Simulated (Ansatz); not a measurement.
# Bands of Sn

```
CELL_PARAMETERS angstrom
-1.59075 1.59075 2.91565
1.59075 -1.59075 2.91565
1.59075 1.59075 -2.91565
ATOMIC_POSITIONS crystal
Sn 0.00000 0.00000 0.00000
```

Conventional cell: a = 3.182 Å, b = 3.182 Å, c = 5.831 Å, α = 90.00°, β = 90.00°, γ = 90.00°. Around Sn (atom 1) lie 4 Sn at 3.18 Å.

The cell is COD entry 1540069, as deposited and not checked against the literature; nothing was relaxed.

No spin–orbit coupling, which matters for the heavy atoms here.

Method: Ansatz 0.2.0, DFT, PBE, all-electron LAPW, scalar-relativistic.

Numerical set-up: a Γ-centred 18×18×18 k mesh, Fermi–Dirac smearing of 0.03 eV, basis error target 1 meV/atom, no spin polarisation.

Points in fractions of the reciprocal vectors of this cell: Γ (0, 0, 0), X (0, 0, 0.5), P (0.25, 0.25, 0.25), N (0, 0.5, 0), M (0.5, 0.5, -0.5), S (0.324, 0.676, -0.324), S0 (-0.324, 0.324, 0.324). The path joins them by straight lines in the order Γ–X–P–N–Γ–M–S–S0–Γ; legs that retrace an earlier one aren't tabulated. Energies are in eV from the Fermi level.

Problem. Is there a gap?

Solution. none: bands cross the Fermi level, a metal.

Problem. List the levels between -14 and 4 eV at the symmetry points.

Solution. 
Γ: -10.60
X: -3.70, -2.55, 0.36, 2.29
P: -3.61, -1.45 (×2), 1.08
N: -6.57, -4.18, 2.85
M: -7.26, -4.24
S: -6.01, -2.70, -2.24
S0: -6.01, -2.70, -2.24
